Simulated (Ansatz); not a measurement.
System: zinc-blende InN (metastable phase). Method: r²SCAN0 in Ansatz (plane waves, PAW).

Settings: plane-wave cutoff 520 eV, 10×10×10 k mesh, Fermi–Dirac smearing 0.01 eV, scalar-relativistic PAW data made under PBE.

The cell is scaled about its equilibrium volume:

```json
[
 {"V (Å³/atom)": "14.444", "P (GPa)": "9.54", "direct gap at Γ (eV)": "1.546"},
 {"V (Å³/atom)": "14.824", "P (GPa)": "4.72", "direct gap at Γ (eV)": "1.444"},
 {"V (Å³/atom)": "15.204", "P (GPa)": "0.51", "direct gap at Γ (eV)": "1.341"},
 {"V (Å³/atom)": "15.575", "P (GPa)": "-3.09", "direct gap at Γ (eV)": "1.239"},
 {"V (Å³/atom)": "15.964", "P (GPa)": "-6.38", "direct gap at Γ (eV)": "1.132"}
]
```

A straight line through the gaps at Γ against ln V gives a volume deformation potential dE_g(Γ)/d ln V of -4.1 eV: the gap at Γ widens under compression.

Measured, for comparison: band gap 0.61 eV (low temperature, zero-point motion not removed, photoluminescence, epilayer; as tabulated in Schörmann, As, Lischka, Schley, Goldhahn et al., Appl. Phys. Lett. 89, 261903 …).

Spin–orbit coupling is not included.

Ansatz is a first-principles code.
